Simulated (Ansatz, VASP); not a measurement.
## N in two plane-wave programs

One calculation is typed for both programs; each brings its own data sets. How far apart do they land? Of the first pair: The two relaxations start from unlike cells of this crystal (the structure described is Ansatz's start), so only their ends are compared.

Main program and level: Ansatz 0.2.0; plane waves, with VASP 6.6.1 beside it; relaxation of cell and atoms at LDA and zone-centre phonons at LDA.

### 1. Set-up

The structure is tetragonal, space group P4_2/mnm (No. 136). Conventional cell: a = 4.084 Å, b = 4.084 Å, c = 5.346 Å, α = 90.00°, β = 90.00°, γ = 90.00°. Nearest to N lie 1 N at 1.11 Å.

Coordinates:

```xyz
4
Lattice="4.0841 0.0000 0.0000 0.0000 4.0841 0.0000 0.0000 0.0000 5.3459" Properties=species:S:1:pos:R:3 pbc="T T T"
N     3.6931    3.6931    0.0000
N     2.4330    1.6511    2.6730
N     0.3909    0.3909    0.0000
N     1.6511    2.4330    2.6730
```

### 2. VASP: relaxation of cell and atoms, LDA

The relaxed volume is the usual yardstick between codes: in a stiff, nearly cubic crystal its relative difference is about their pressure difference at one cell divided by the bulk modulus.

Lines of VASP's logs that name or quote its potential files are left out, and so is its time.

The input, INCAR:

```
SYSTEM = N
PREC = Accurate
ENCUT = 600
EDIFF = 1E-07
NELM = 120
ISMEAR = 0
SIGMA = 0.1
LREAL = .FALSE.
ALGO = Normal
GGA = CA
NBANDS = 16
LORBIT = 11
LWAVE = .FALSE.
LCHARG = .FALSE.
ISIF = 3
IBRION = 2
NSW = 80
EDIFFG = -0.005
LASPH = .TRUE.
GGA_COMPAT = .FALSE.
NELMIN = 4
EFERMI = MIDGAP
KPAR = 2
```

The input, POSCAR:

```
N
1.0
    3.6859471393      0.0000000000      0.0000000000
    0.0000000000      3.6859471393      0.0000000000
    0.0000000000      0.0000000000      4.8872034123
N
4
Direct
    0.8941934002      0.8941934002      0.0000000000
    0.6058065998      0.3941934002      0.5000000935
    0.1058065998      0.1058065998      0.0000000000
    0.3941934002      0.6058065998      0.5000000935
```

The input, KPOINTS:

```
Automatic mesh
0
Gamma
6 6 4
0 0 0
```

Potentials, in the order of the species: N (LDA family, release 64).

Command:

```
mpirun -np 2 vasp_std
```

Numbers of over 12 decimals in the logs are rounded to 6 here.

The log of the run:

```text
[banner, memory and clock lines left out]
running    2 mpi-ranks, on    1 nodes
 distrk:  each k-point on    1 cores,    2 groups
 distr:  one band on    1 cores,    1 groups

 POSCAR found type information on POSCAR N
 POSCAR found :  1 types and       4 ions
 LDA part: xc-table for (Slater(with rela. corr.)+CA(PZ))
 , standard interpolation
 POSCAR, INCAR and KPOINTS ok, starting setup
 FFT: planning ... GRIDC
 FFT: planning ... GRID_SOFT
 FFT: planning ... GRID
 WAVECAR not read
 entering main loop
       N       E                     dE             d eps       ncg     rms          rms(c)
DAV:   1     0.890926086536E+02    0.89093E+02   -0.10374E+04   960   0.122E+03
DAV:   2    -0.319069340795E+02   -0.12100E+03   -0.11780E+03  1352   0.237E+02
DAV:   3    -0.370250260659E+02   -0.51181E+01   -0.51011E+01  1048   0.550E+01
DAV:   4    -0.370564757678E+02   -0.31450E-01   -0.31443E-01  1192   0.499E+00
DAV:   5    -0.370567654728E+02   -0.28971E-03   -0.28970E-03  1048   0.434E-01    0.111E+01
DAV:   6    -0.356043385546E+02    0.14524E+01   -0.18525E+00   960   0.100E+01    0.626E+00
DAV:   7    -0.352645202748E+02    0.33982E+00   -0.10245E+00  1160   0.769E+00    0.173E+00
DAV:   8    -0.352518690411E+02    0.12651E-01   -0.69690E-02   960   0.189E+00    0.245E-01
DAV:   9    -0.352516126623E+02    0.25638E-03   -0.26617E-03   968   0.388E-01    0.121E-01
DAV:  10    -0.352516173016E+02   -0.46394E-05   -0.27429E-04  1136   0.125E-01    0.353E-02
DAV:  11    -0.352516083428E+02    0.89588E-05   -0.15928E-05  1000   0.347E-02    0.380E-03
DAV:  12    -0.352516083691E+02   -0.26266E-07   -0.22316E-06  1048   0.112E-02    0.458E-03
DAV:  13    -0.352516083640E+02    0.50916E-08   -0.13256E-07   520   0.313E-03
   1 F= -.35251608E+02 E0= -.35251608E+02  d E =-.352516E+02
[... from here on, the cycles between the ionic steps are left out ...]
   2 F= -.35251599E+02 E0= -.35251599E+02  d E =0.954287E-05
   3 F= -.35251612E+02 E0= -.35251612E+02  d E =-.335028E-05
   4 F= -.35251615E+02 E0= -.35251615E+02  d E =-.294798E-05
   5 F= -.35251623E+02 E0= -.35251623E+02  d E =-.116919E-04
   6 F= -.35251640E+02 E0= -.35251640E+02  d E =-.285413E-04
   7 F= -.35251672E+02 E0= -.35251672E+02  d E =-.598562E-04
   8 F= -.35251724E+02 E0= -.35251724E+02  d E =-.112772E-03
   9 F= -.35251792E+02 E0= -.35251792E+02  d E =-.180538E-03
  10 F= -.35251780E+02 E0= -.35251780E+02  d E =-.167879E-03
  11 F= -.35251811E+02 E0= -.35251811E+02  d E =-.199058E-03
  12 F= -.35251706E+02 E0= -.35251706E+02  d E =0.104310E-03
 trial-energy change:    0.000104  1 .order    0.000104   -0.000022    0.000231
 step:   0.0775(harm=  0.0775)  dis= 0.00002  next Energy=   -35.251812 (dE=-0.989E-06)
 bond charge predicted
       N       E                     dE             d eps       ncg     rms          rms(c)
DAV:   1    -0.352518250264E+02   -0.11851E-03   -0.25103E-03   960   0.435E-01    0.275E-02
DAV:   2    -0.352518154363E+02    0.95901E-05   -0.45614E-05  1040   0.540E-02    0.151E-02
DAV:   3    -0.352518119491E+02    0.34873E-05   -0.76780E-06  1016   0.175E-02    0.279E-03
DAV:   4    -0.352518117946E+02    0.15441E-06   -0.91115E-08   760   0.297E-03    0.135E-03
DAV:   5    -0.352518117512E+02    0.43415E-07   -0.51757E-08   480   0.222E-03
  13 F= -.35251812E+02 E0= -.35251812E+02  d E =-.978554E-06
 curvature:  -0.06 expect dE=-0.416E-06 dE for cont linesearch -0.130E-14
 trial: gam= 0.30031 g(F)=  0.438E-05 g(S)=  0.314E-05 ort =-0.923E-09 (trialstep = 0.717E+00)
 search vector abs. value=  0.108E-04
 reached required accuracy - stopping structural energy minimisation
```

From OUTCAR (step 2):

```text
ion  position               nearest neighbor table
   1  0.894  0.894  0.000-   3 1.10
   2  0.606  0.394  0.500-   4 1.10
   3  0.106  0.106  0.000-   1 1.10
   4  0.394  0.606  0.500-   2 1.10

  LATTYP: Found a simple tetragonal cell.
 ALAT       =     3.6859471393
 C/A-ratio  =     1.3259016550

 Subroutine GETGRP returns: Found 16 space group operations
 (whereof  8 operations were pure point group operations)

The static configuration has the point symmetry D_2h.
 The point group associated with its full space group is D_4h.

 Found     30 irreducible k-points:

   k-points           NKPTS =     30   k-points in BZ     NKDIM =     30   number of bands    NBANDS=     16

   dimension x,y,z NGX =    30 NGY =   30 NGZ =   40
   dimension x,y,z NGXF=    60 NGYF=   60 NGZF=   80

   ENCUT  =  600.0 eV  44.10 Ry    6.64 a.u.   7.36  7.36  9.76*2*pi/ulx,y,z

   NELECT =      20.0000    total number of electrons

 k-points in reciprocal lattice and weights: Automatic mesh
   0.00000000  0.00000000  0.00000000       0.007
   0.16666667  0.00000000  0.00000000       0.028
   0.33333333  0.00000000  0.00000000       0.028
   0.50000000  0.00000000  0.00000000       0.014
   0.16666667  0.16666667  0.00000000       0.028
   0.33333333  0.16666667  0.00000000       0.056
   0.50000000  0.16666667  0.00000000       0.028
   0.33333333  0.33333333  0.00000000       0.028
   0.50000000  0.33333333  0.00000000       0.028
[...]
0.50000000  0.33333333  0.50000000       0.028
   0.50000000  0.50000000  0.50000000       0.007

 average (electrostatic) potential at core
       1 -71.3859       2 -71.3859       3 -71.3859       4 -71.3859

 E-fermi :  -2.1834

 k-point     1 :       0.0000    0.0000    0.0000
  band No.  band energies     occupation
    ...
      6      -7.0358      2.00000
      7      -6.7066      2.00000
      8      -6.7066      2.00000
      9      -6.5919      2.00000
     10      -5.6668      2.00000
     11       0.7795      0.00000
     12       2.0814      0.00000
     13       2.7671      0.00000
     14       2.7671      0.00000
     15       6.9706      0.00000
    ...

 k-point     2 :       0.1667    0.0000    0.0000
  band No.  band energies     occupation
    ...
      6      -7.2428      2.00000
      7      -6.7847      2.00000
      8      -6.6622      2.00000
      9      -6.2953      2.00000
     10      -5.5771      2.00000
     11       1.1235      0.00000
     12       2.2634      0.00000
     13       2.6654      0.00000
     14       2.6970      0.00000
     15       6.9664      0.00000
    ...

 k-point     3 :       0.3333    0.0000    0.0000
  band No.  band energies     occupation
    ...
      6      -7.2339      2.00000
      7      -6.9232      2.00000
      8      -6.8744      2.00000
      9      -5.8444      2.00000
     10      -5.4964      2.00000
     11       1.8803      0.00000
     12       2.4864      0.00000
     13       2.5395      0.00000
     14       2.5604      0.00000
     15       7.0919      0.00000
    ...

  Total       -0.0105550     -0.0105550     -0.0061524      0.0000000      0.0000000      0.0000000
  in kB       -0.2529950     -0.2529950     -0.1474699      0.0000000      0.0000000      0.0000000
  external PRESSURE =      -0.2178200 kB  Pullay stress =       0.0000000 kB

  energy-cutoff  :      600.00
  volume of cell :       66.84
      direct lattice vectors                 reciprocal lattice vectors
     3.678563622 -0.000000000  0.000000000     0.271845237  0.000000000  0.000000000
    -0.000000000  3.678563622  0.000000000     0.000000000  0.271845237  0.000000000
     0.000000000  0.000000000  4.939675125     0.000000000  0.000000000  0.202442463

 POSITION                                       TOTAL-FORCE (eV/Angst)
 -----------------------------------------------------------------------------------
      3.28856      3.28856      0.00000        -0.003369     -0.003369      0.000000
      2.22929      1.44927      2.46984         0.003369     -0.003369      0.000000
      0.39001      0.39001      0.00000         0.003369      0.003369      0.000000
      1.44927      2.22929      2.46984        -0.003369      0.003369      0.000000
 -----------------------------------------------------------------------------------
    total drift:                               -0.000000      0.000000     -0.000864

  FREE ENERGIE OF THE ION-ELECTRON SYSTEM (eV)
  ---------------------------------------------------
  free  energy   TOTEN  =       -35.2518117512 eV

  energy  without entropy=      -35.2518117512  energy(sigma->0) =      -35.25181175

 reached required accuracy - stopping structural energy minimisation

 total charge
# of ion       s       p       d       tot
------------------------------------------
    1        1.359   2.477   0.000   3.836
    2        1.359   2.477   0.000   3.836
    3        1.359   2.477   0.000   3.836
    4        1.359   2.477   0.000   3.836
--------------------------------------------------
tot          5.435   9.908   0.000  15.342

[... 3 further parts left out ...]
```

CONTCAR:

```
N
   1.00000000000000
     3.6785636218967008   -0.0000000000000000    0.0000000000000000
    -0.0000000000000000    3.6785636218967013    0.0000000000000000
     0.0000000000000000    0.0000000000000000    4.9396751245375725
  N
     4
Direct
     0.8939783986990850    0.8939783986990850    0.0000000000000000
     0.6060216013009150    0.3939783986990850    0.5000000934999989
     0.1060216013009150    0.1060216013009150    0.0000000000000000
     0.3939783986990850    0.6060216013009150    0.5000000934999989
```

The run keeps the 16 symmetry operations of its start, so it cannot find a distortion of lower symmetry.

### 3. Ansatz: relaxation of cell and atoms, LDA

Ansatz runs on its default PAW (the set named soft_2) files.

Its own start cell and the same functional (in two slightly different forms), mesh and smearing now go to Ansatz, which takes its cutoff from its data sets.

The input, input.yaml:

```yaml
crystal:
  lattice:
    - [4.084062, 0.0, 0.0]
    - [0.0, 4.084062, 0.0]
    - [0.0, 0.0, 5.345913]
  atoms:
    - { symbol: "N", position: [0.904275, 0.904275, 0.0] }
    - { symbol: "N", position: [0.595725, 0.404275, 0.5] }
    - { symbol: "N", position: [0.095725, 0.095725, 0.0] }
    - { symbol: "N", position: [0.404275, 0.595725, 0.5] }
kpoints:
  mp_grid: { grid: [6, 6, 4] }
hamiltonian:
  xc: lda
scf:
  occupations: { method: gaussian, width: 0.1 }
output:
  forces: true
  stress: true
  eigenvalues: true
relax:
  adjacent_minimum: "off"
  f_tol: 0.05
  max_steps: 80
  cell: { stress_tol: 0.5 }
```

Command:

```
ansatz run input.yaml --threads 2 --pin off --max-ram 5120MiB --backend cpu --events-out ev --progress --plain --runs-dir out
```

The log of the run:

```text
The last accepted step is kept in <dir> (removed where the run ends without a failure and the disk answers)
Engine: ansatz 0.2.0, aarch64-unknown-linux-gnu
Pseudopotentials: kind: paw
Pseudopotential: N, paw, valence charge 5, recommended cutoff 420 eV (normal), N.paw.azcp
Functional definition: SPW92
  exchange = slater_x
  correlation = pw_c
Crystal: 4 atoms, lattice volume = 89.167 Å³
Basis set: ecut = 420 eV, 1753 PW (Γ)
Bands: 14, of which v1, the nominal top of the filled ones, is band 10 counted from 1 (9 counted from 0)
Symmetry: 16 space group operations
Space group: P42/mnm (ITA 136), of the structure as read, at distance tolerance 4.5e-5 Å
k-points: 30 of 144
Non-local potential: N, projectors of the file, l = 0: 2, l = 1: 2, l = 2: 1
PAW form: soft (Blöchl's): semilocal exchange-correlation on the pseudo side does not see the compensation charge
PAW frozen core: N, regenerated for the run's functional, and the local potential with it (the file was generated under x = pbe(κ = 0.804, μ = 0.219515), c = pbe(β = 0.066725))
PAW one-centre angular grid: N, 110 points (default); XC on 64 Gauss nodes
Initial density: superposition of atomic densities (neutral atoms: chi_scale 0, normalization atom), corrected by the library's trained network
Initial wavefunctions: pseudopotential atomic-orbital guess
Functional: x = slater, c = lda
SCF iter   1: F=—  HF=-1494.494701 eV  |F-HF|=—  |Δ(HF+E_count)|=         —  Δρ=7.66e-3  dr2=5.74e-2  ethr=1.77e-3  ⟨swp⟩=4.5  Hψ=2231  notcnv=0
preconditioner: auto → none  [insulator: Δε(μ)=6.682 eV  Ē_g=12.803 eV  σ=0.100 eV  W_gap=1.00  n_scr=14 (ndim 8)  ℏωp=17.6 eV  f_vac=0.275  D(μ)=0.00/eV (n_scr^D=0)  ε∞_Penn≈2.9]
SCF iter   2: F=—  HF=-1494.487327 eV  |F-HF|=—  |Δ(HF+E_count)|=   7.37e-3  Δρ=2.49e-3  dr2=3.66e-3  ethr=2.87e-4  ⟨swp⟩=2.9  Hψ=1032  notcnv=0
SCF iter   3: F=—  HF=-1494.488338 eV  |F-HF|=—  |Δ(HF+E_count)|=   1.01e-3  Δρ=8.34e-4  dr2=3.47e-4  ethr=1.83e-5  ⟨swp⟩=2.6  Hψ=667  notcnv=0
SCF iter   4: F=—  HF=-1494.488509 eV  |F-HF|=—  |Δ(HF+E_count)|=   1.71e-4  Δρ=6.14e-5  dr2=2.07e-6  ethr=1.74e-6  ⟨swp⟩=2.1  Hψ=662  notcnv=0
SCF iter   5: F=—  HF=-1494.488511 eV  |F-HF|=—  |Δ(HF+E_count)|=   2.54e-6  Δρ=1.06e-5  dr2=4.29e-8  ethr=1.03e-8  ⟨swp⟩=2.3  Hψ=679  notcnv=0
SCF iter   6: F=-1494.488511 eV  HF=-1494.488511 eV  |F-HF|=1.13e-10  |Δ(HF+E_count)|=   6.66e-8  Δρ=4.55e-7  dr2=1.56e-10  ethr=2.14e-10  ⟨swp⟩=2.4  Hψ=1521  notcnv=0
SCF 1 converged in 6 iterations: F = -1494.488511 eV  dr2 = 1.56e-10
  greatest PAW one-centre occupation: 0.849 electrons in one spin orbital (limit 2), on the N atom at site 3 (counted from 0), in its partial waves of l = 0
relax step   1: F+E_penalty+E_count = -1494.48851132 eV  Δ(F+E_penalty+E_count) = +0.000e0 eV  max|allowed force component| = 1.198e0 eV/Å  Δτ_max = 0.0000 Å  P = -2.845 GPa  Ω = 89.167 Å³  (6 SCF iters, dr2 threshold 1.00e-7 eV, accepted)
[...]
relax step   2: F+E_penalty+E_count = -1494.53725105 eV  Δ(F+E_penalty+E_count) = -4.874e-2 eV  max|allowed force component| = 1.149e-1 eV/Å  Δτ_max = 0.0025 Å  P = -0.150 GPa  Ω = 84.760 Å³  energy of the carried Pulay correction = +1.479e-2 eV  (5 SCF iters, dr2 threshold 4.00e-7 eV, accepted)
[...]
relax step   6: F+E_penalty+E_count = -1494.55067757 eV  Δ(F+E_penalty+E_count) = +2.246e-2 eV  max|allowed force component| = 5.056e-3 eV/Å  Δτ_max = 0.0000 Å  P = -0.482 GPa  Ω = 77.324 Å³  stress off target by 5.04e-1 GPa  SCF on the basis re-selected at this cell (its energy is not comparable with the rows above)  (5 SCF iters)
[...]
relax step   7: F+E_penalty+E_count = -1494.58612331 eV  Δ(F+E_penalty+E_count) = -3.545e-2 eV  max|allowed force component| = 2.086e-1 eV/Å  Δτ_max = 0.0240 Å  P = +0.740 GPa  Ω = 68.589 Å³  energy of the carried Pulay correction = +2.864e-2 eV  (5 SCF iters, dr2 threshold 4.00e-7 eV, accepted)
[...]
relax step   8: F+E_penalty+E_count = -1494.58325910 eV  Δ(F+E_penalty+E_count) = +2.864e-3 eV  max|allowed force component| = 5.243e-3 eV/Å  Δτ_max = 0.0034 Å  P = +0.062 GPa  Ω = 70.334 Å³  energy of the carried Pulay correction = +2.345e-2 eV  (4 SCF iters, dr2 threshold 4.00e-7 eV, accepted)
[...]
relax step   9: F+E_penalty+E_count = -1494.56565173 eV  Δ(F+E_penalty+E_count) = +1.761e-2 eV  max|allowed force component| = 8.181e-3 eV/Å  Δτ_max = 0.0000 Å  P = -0.160 GPa  Ω = 70.334 Å³  stress off target by 1.91e-1 GPa  SCF on the basis re-selected at this cell (its energy is not comparable with the rows above)  (4 SCF iters)
basis re-selected at this cell: Δ(F+E_penalty+E_count) = +1.761e-2 eV, ΔP = -0.222 GPa vs the last step (what re-selecting the basis moved, of the pressure what is left beyond the Pulay correction that the steps carried, after the strain that the cell walked since its last selection, with what the two solves' SCF thresholds leave and, on support functions, any second-order correction that the steps lacked; it is no m [...]
SCF converged after 4 iterations
Free energy (F): -1494.565652 eV
Harris-Foulkes:  -1494.565652 eV  (|F-HF|=4.84e-10)
Internal energy: -1494.565652 eV  (E = F + TS)
E sigma→0 (E₀):  -1494.565652 eV
Fermi energy:    -1.189748 eV
--- Per-component energies (eV) ---
  E_band       = -191.351096
  E_kinetic    = 500.129252
  E_local      = -1342.246603  (includes V_loc(G=0)·N_el)
  E_nonlocal   = 198.211692
  E_hartree    = 410.600926
  E_xc         = -225.244034
  E_vxc        = -287.341444  (∫ρ·V_xc dr)
  E_paw        = -472.952450  (= ΣΔE_a)
  E_vpaw       = -81.306377  (= ΣTr[D̂ρ^β])
  E_aug_tail   = 0.000331  (compensation charges beyond the density's cutoff)
  E_ewald      = -563.384941
  E_core_change = 0.320176  (= ΣΔE_core)
  E_smearing   = -0.000000  (= −TS)
  E_closure    = -0.000000  (closes the sum)
  Σ components = -1494.565652   (vs F -1494.565652, Δ=0.00e0)
--- Forces (eV/Å), atoms counted from 1 ---
  atom   1  N      0.00818109     0.00818109     0.00000000
  atom   2  N     -0.00818109     0.00818109     0.00000000
  atom   3  N     -0.00818109    -0.00818109    -0.00000000
  atom   4  N      0.00818109    -0.00818109    -0.00000000
  max |Σ_I F_I| component: 1.67e-16 eV/Å
--- Stress (GPa, compression-positive) ---
       -0.190528      -0.000000       0.000000
       -0.000000      -0.190528       0.000000
        0.000000       0.000000      -0.099959
  P = ⅓ Tr σ = -0.1603 GPa (-1.603 kbar)
--- Band table (eV; the first three rows and the last of 30) ---
  k-point 0: bands = [... 6 lower, -5.8766, -5.8766, -5.7534, -4.7246, 1.9390, 3.2157, 3.7946, 3.7946]
  k-point 1: bands = [... 6 lower, -5.9009, -5.9009, -5.3328, -4.7627, 2.1032, 3.0011, 3.7923, 3.7923]
  k-point 2: bands = [... 6 lower, -5.9262, -5.9262, -4.9445, -4.9445, 2.5275, 2.5275, 3.7905, 3.7905]
  k-point 29: bands = [... 6 lower, -6.2731, -6.2731, -4.3196, -4.3196, 3.2054, 3.2054, 4.6478, 4.6478]
--- Relaxed structure (7 steps of the walk, 7 accepted, 2 SCFs on fresh bases) ---
  F+E_penalty+E_count = -1494.56565173 eV   max|allowed force component| = 8.181e-3 eV/Å   (the final SCF, on the basis selected at the relaxed cell)
  cell:  # Å, volume = 70.3344 Å³
    - [3.761937, 0, 0]
    - [0, 3.761937, 0]
    - [0, 0, 4.969868]
  atoms:
    - { symbol: N, position: [0.897216, 0.897216, 0] }
    - { symbol: N, position: [0.602784, 0.397216, 0.5] }
    - { symbol: N, position: [0.102784, 0.102784, 0] }
    - { symbol: N, position: [0.397216, 0.602784, 0.5] }
```

### 4. Differences

Known differences besides the potentials themselves: the two LDA forms differ slightly; the cutoff is 420 eV in Ansatz and 600 eV in VASP; VASP's log shows a relativistic correction to its local exchange, Ansatz's none; Ansatz adds a Pulay correction to the stress that steers its cell, VASP none. Total energies have different zeros and are not compared.

Both answers:

| quantity | Ansatz | VASP | difference |
| --- | --- | --- | --- |
| volume (Å³) | 70.33 | 66.84 | +5.22 % |
| edge a after relaxation, in the typed setting (Å) | 3.762 | 3.679 | +2.26 % |
| edge c after relaxation, in the typed setting (Å) | 4.970 | 4.940 | +0.61 % |

[end of part 1 of 2]

[Lines on the potential files, build, host, timing and source positions are cut from VASP's logs without a mark.]

[Logs are printed without paths, hosts, clocks, repeated set-up lines and the standing remarks that a program may print on its own settings, such as how far it seeks lower states.]

[Hosts, paths, dates, database ids (printed as entryN), source tags and the programs' standing remarks are cut or masked in the printed files.]
